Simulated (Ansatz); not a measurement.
BaTe: what relativity and spin–orbit coupling change

```xyz
2
Lattice="0.0000 3.4100 3.4100 3.4100 0.0000 3.4100 3.4100 3.4100 0.0000" Properties=species:S:1:pos:R:3 pbc="T T T"
Ba    0.0000    0.0000    0.0000
Te    3.4100    3.4100    3.4100
```

Atom numbers follow the list: Ba1, Te2.

The cell is COD entry 1010423, as deposited and not checked against the literature; nothing was relaxed. It is an old determination, and later ones may differ.

One fixed cell is solved with PBE by LAPW (all electrons) in Ansatz 0.2.0 under different relativistic treatments. Pressure is positive in compression.

Settings: a Γ-centred 10×10×10 k mesh, Fermi–Dirac smearing of 0.05 eV, basis error target 0.25 meV/atom, no spin polarisation.

| setting | P (GPa) | gap on the k mesh (eV) |
| --- | --- | --- |
| scalar-relativistic | 3.81 | 1.43 |
| non-relativistic | ? | 1.29 |
| with spin–orbit coupling | 3.79 | ? |
| scalar-relativistic, point nuclei | 3.81 | 1.43 |

**Question.** What belongs in the row "non-relativistic", column "P (GPa)"?

**Answer.** 4.55.

**Question.** Give the missing entry: row "with spin–orbit coupling", column "gap on the k mesh (eV)".

**Answer.** 1.15.
